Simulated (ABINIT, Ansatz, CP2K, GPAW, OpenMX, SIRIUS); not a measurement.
Cost and result for the band gap of ZrS2

**What was measured.** The band gap of ZrS2 (P-3m1) is reported as 1.68 eV (arxiv:2210.12074). The runs below try to reproduce it.

It takes space group P-3m1 (No. 164, trigonal). Conventional cell: a = 3.691 Å, b = 3.691 Å, c = 6.041 Å, α = 90.00°, β = 90.00°, γ = 120.00°. Zr (site symmetry -3m) is surrounded by 6 S at 2.57 Å. S (site symmetry 3m) has 3 Zr at 2.57 Å as nearest neighbours.

| rung | level | program and potentials | cutoff (eV) | k mesh | task | spin | core time | chip | band gap (eV) | miss (eV) | notes |
| --- | --- | --- | --- | --- | --- | --- | --- | --- | --- | --- | --- |
| GGA | PBE | Ansatz, Ansatz PAW (files of its older set among them) | 580 | 8 × 8 × 5 | band structure | off | 10 s | Arm Neoverse V2 | 1.03 | -0.65 | from the band path |
| LDA | LDA | ABINIT, JTH PAW LDA v2.0 | 544 | 6 × 6 × 4 | single point | off | 21 s | Intel Xeon Platinum 8488C Sapphire Rapids | 0.95 | -0.73 | mesh may miss the edge |
| GGA | PBE | CP2K, POTENTIAL_UZH Zr GTH-PBE-q12, S GTH-PBE-q6; TZVP-MOLOPT-PBE-GTH basis | - | 8 × 8 × 5 | band structure | off | 31 s | Arm Neoverse V2 | 1.03 | -0.65 | atomic basis; from the band path |
| GGA | PBE | CP2K, GTH_SOC_POTENTIALS Zr GTH-PBE-q12, S GTH-PBE-q6; TZVP-MOLOPT-PBE-GTH basis | - | 8 × 8 × 5 | band structure | SOC, no magnetisation | 49 s | Arm Neoverse V2 | 1.00 | -0.68 | atomic basis; SOC added after the SCF; from the band path |
| GGA | PBE | OpenMX, OpenMX 2013 PBE set, Zr7.0-s3p2d1, S7.0-s2p2d1, grid cutoff 400 Ry | - | 9 × 9 × 5 | band structure | off | 56 s | Arm Neoverse V2 | 0.91 | -0.77 | atomic basis; from the band path |
| GGA | BLYP | GPAW, PAW data sets generated for this functional | 600 | 8 × 8 × 5 | band structure | off | 73 s | Intel Xeon Platinum 8488C Sapphire Rapids | 1.07 | -0.61 | from the band path |
| GGA | PBE | ABINIT, JTH PAW PBE v2.0 | 544 | 8 × 8 × 5 | band structure | off | 75 s | Arm Neoverse V2 | 1.03 | -0.65 | from the band path |
| GGA | BP86 | ABINIT, JTH PAW PBE v2.0 | 544 | 8 × 8 × 5 | band structure | off | 91 s | Intel Xeon Platinum 8488C Sapphire Rapids | 1.02 | -0.66 | potentials made for PBE; from the band path |
| LDA | LDA | GPAW, the program's PAW data sets (release 1.2.1) made for this functional | 600 | 8 × 8 × 5 | band structure | off | 1.7 min | Arm Neoverse V2 | 0.91 | -0.77 | from the band path |
| GGA | PBE | SIRIUS, all-electron FP-LAPW (ZORA valence), apw+lo standard | - | 8 × 8 × 5 | band structure | off | 2.7 min | Arm Neoverse V1 | 1.03 | -0.65 | from the band path |

Times are single runs on shared hosts and different chips, so they are rough; meshes, cutoffs and the tasks' sizes weigh on the time. Gaps are the least found on the k mesh or the band path, and a mesh can miss the band edges. Meshes differ between rows, which moves values too. All levels ran on this one cell, unrelaxed unless noted. Meshes are those of the run's cell of 3 atoms unless a note names another. Misses use the values as printed. Runs on faulty files, with rough fits or with known faults for this quantity aren't shown.

By rung: LDA 0.91 to 0.95; GGA 1.02 to 1.07; GGA in atomic bases 0.91 to 1.03; GGA with SOC in atomic bases 1.00 (eV). Measured: 1.68 eV (arxiv:2210.12074). Closest, coarse meshes and atomic bases left aside, is BLYP (-0.61 eV), and PBE misses by -0.65 eV on plain settings. LDA and GGA gaps fall short mostly because these functionals lack the derivative discontinuity; the runs are for a static lattice, while measurements hold temperature and zero-point motion.
